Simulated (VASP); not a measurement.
Crystal: InP.

```xyz
2
Lattice="0.0000 2.9305 2.9305 2.9305 0.0000 2.9305 2.9305 2.9305 0.0000" Properties=species:S:1:pos:R:3 pbc="T T T"
In    0.0000    0.0000    0.0000
P     4.3957    4.3957    4.3957
```

Base run:

| Quantity | Value |
| --- | --- |
| Program | VASP 6.6.1 |
| Functional | TPSS |
| Potentials or basis | VASP PAW PBE potentials, release 64 (In_d, P) |
| Cutoff | 520 eV |
| k mesh | 8 × 8 × 8 |
| Occupations | fermi-dirac, width 0.05 eV |
| Spin | no spin polarisation |

Its results: band gap on the k mesh 0.84 eV, direct; pressure 3.0 GPa.

**Question.** The run is repeated on the same cell with these changes: functional from TPSS to revTPSS; further incar settings from ALGO = Normal; EDIFF = 1e-06 to ALGO = Normal; EDIFF = 1e-07; NBANDS = 16. What comes out?

**Answer.** Band gap on the k mesh 0.82 eV, direct; pressure 2.0 GPa.

Caveats: the PAW data sets were made with another functional, which shifts forces and pressure a little; spin-orbit coupling is left out, which moves the levels of the heavy elements.
